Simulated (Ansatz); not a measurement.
Space group P6_322 (No. 182). a = 5.099 Å, b = 5.099 Å, c = 8.629 Å, α = 90.00°, β = 90.00°, γ = 120.00°
| atom | site | symmetry | x | y | z |
| --- | --- | --- | --- | --- | --- |
| Si | 4f | 3.. | 0.6667 | 0.3333 | 0.9372 |
| O | 6g | .2. | 0.0000 | 0.4174 | 0.0000 |
| O | 2c | 3.2 | 0.6667 | 0.3333 | 0.7500 |

Equation of state of this SiO₂ structure (not necessarily the ground state), with shape and atoms relaxed at each volume where symmetry leaves them free. Method: DFT PBE, scalar-relativistic, plane waves, PAW in Ansatz.

Cutoff 420 eV; k points 6×6×4 on the computed 12-atom cell (Γ-centred); Gaussian smearing, width 0.02 eV; no spin polarisation.

```csv
V (Å³/atom),E − E(largest V) (meV/atom),P (GPa),gap on mesh (eV)
14.249,14.74,5.79,5.64
14.735,0.18,3.91,5.59
15.221,-9.18,2.39,5.54
15.707,-14.35,1.13,5.50
16.192,-16.00,0.01,5.46
16.678,-14.59,-1.03,5.42
17.164,-10.32,-2.00,5.35
17.812,0.00,-3.98,5.22
```

Q: Fit a third-order Birch–Murnaghan equation to E(V).

A: V0 = 16.19 Å³/atom, B0 = 36 GPa, B0' = 3.1.

The gaps are read on the mesh, which can miss the band edges, so they can be too wide.

This form isn't the usual stable structure of the compound.